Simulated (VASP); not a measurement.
# InAs in VASP: how settings move the PBE relaxation

Aim: see what changed inputs do to the PBE relaxation of InAs in the rocksalt structure. This is a trial cell built on a prototype, not taken from a measured structure, and it needn't be the compound's ground state.

The runs shown are made with VASP 6.6.1. PAW datasets, plane waves. No spin polarisation (in the reference). The prototype was imposed, so other structures may be more stable.

## Step 1: Starting point

 Some of the altered inputs switch spin polarisation on.

It is cubic, Fm-3m (No. 225); a = 5.508 Å in the conventional setting, 20.89 Å³ an atom. Near In stand 6 As at 2.75 Å; near As stand 6 In at 2.75 Å.

Coordinates:

```
CELL_PARAMETERS angstrom
0.00000 2.75418 2.75418
2.75418 0.00000 2.75418
2.75418 2.75418 0.00000
ATOMIC_POSITIONS crystal
In 0.00000 0.00000 0.00000
As 0.50000 0.50000 0.50000
```

The PBE run on sound settings gave: energy (σ→0) -7.3143 eV, final volume 23.842 Å³/atom.

## Step 2: Try 1

INCAR

```
ENCUT = 600.000000
SIGMA = 0.020000
EDIFF = 1.00e-07
EDIFFG = -5.00e-03
GGA = PE
PREC = Accurate
IBRION = 2
ISIF = 3
ISMEAR = -1
NBANDS = 16
NELM = 120
NSW = 40
LASPH = .TRUE.
LCHARG = .FALSE.
LWAVE = .FALSE.
LREAL = .FALSE.
ALGO = Damped
TIME = 0.4
PSTRESS = 20
```

KPOINTS

```
KPOINTS created by Atomic Simulation Environment
0
Gamma
8 8 8
0 0 0
```

POSCAR

```
In As
 1.0000000000000000
     0.0000000000000000    2.7541799999999999    2.7541799999999999
     2.7541799999999999    0.0000000000000000    2.7541799999999999
     2.7541799999999999    2.7541799999999999    0.0000000000000000
 In  As
   1   1
Cartesian
  0.0000000000000000  0.0000000000000000  0.0000000000000000
  2.7541799999999999  2.7541799999999999  2.7541799999999999
```

The run uses the recommended PBE PAW datasets (18 valence electrons a neutral cell).

Started as:

```bash
$ mpirun -np 1 vasp_std
```

## Step 3: Try 2

INCAR

```
ENCUT = 600.000000
EDIFF = 1.00e-07
EDIFFG = -5.00e-03
GGA = PE
PREC = Accurate
IBRION = 2
ISIF = 3
NBANDS = 16
NELM = 120
NSW = 40
LASPH = .TRUE.
LCHARG = .FALSE.
LWAVE = .FALSE.
LREAL = .FALSE.
ISMEAR = 0
SIGMA = 0.1
ISPIN = 2
MAGMOM = 1 1
```

KPOINTS

```
KPOINTS created by Atomic Simulation Environment
0
Gamma
8 8 8
0 0 0
```

POSCAR

```
In As
 1.0000000000000000
     0.0000000000000000    2.7541799999999999    2.7541799999999999
     2.7541799999999999    0.0000000000000000    2.7541799999999999
     2.7541799999999999    2.7541799999999999    0.0000000000000000
 In  As
   1   1
Cartesian
  0.0000000000000000  0.0000000000000000  0.0000000000000000
  2.7541799999999999  2.7541799999999999  2.7541799999999999
```

## Step 4: Try 3

INCAR

```
ENCUT = 600.000000
SIGMA = 0.020000
EDIFF = 1.00e-07
EDIFFG = -5.00e-03
GGA = PE
PREC = Accurate
IBRION = 2
ISIF = 3
ISMEAR = -1
NBANDS = 16
LASPH = .TRUE.
LCHARG = .FALSE.
LWAVE = .FALSE.
LREAL = .FALSE.
NELM = 62
NSW = 30
ALGO = Damped
TIME = 2.0
```

KPOINTS

```
KPOINTS created by Atomic Simulation Environment
0
Gamma
8 8 8
0 0 0
```

POSCAR

```
In As
 1.0000000000000000
     0.0000000000000000    2.7541799999999999    2.7541799999999999
     2.7541799999999999    0.0000000000000000    2.7541799999999999
     2.7541799999999999    2.7541799999999999    0.0000000000000000
 In  As
   1   1
Cartesian
  0.0000000000000000  0.0000000000000000  0.0000000000000000
  2.7541799999999999  2.7541799999999999  2.7541799999999999
```

Q: Predict the outcome of this session. Wanted: for each run, changed; ending; energy change; volume; electronic steps; usable.

The runs gave:

| run | changed | ending | energy change (meV/atom) | volume (Å³/atom) | electronic steps | time | usable |
| --- | --- | --- | --- | --- | --- | --- | --- |
| ref. | – | converged | 0 | 23.842 | – | – | yes |
| 1 | ALGO = Damped, TIME = 0.4, PSTRESS = 20 | converged | – | 23.119 | 70 | 32 s | yes |
| 2 | ISMEAR = 0, SIGMA = 0.1, ISPIN = 2, MAGMOM = 1 1 | converged | 0.8 | 23.812 | 37 | 48 s | yes |
| 3 | ALGO = Damped, TIME = 2 | timeout | – | – | 717 | 5 min | no |

**Reading.** Of 3 altered inputs, 1 gave no result, 2 gave usable results. «ISMEAR = 0, SIGMA = 0.1, ISPIN = 2, MAGMOM = 1 1» moves the energy by 0.8 meV/atom.
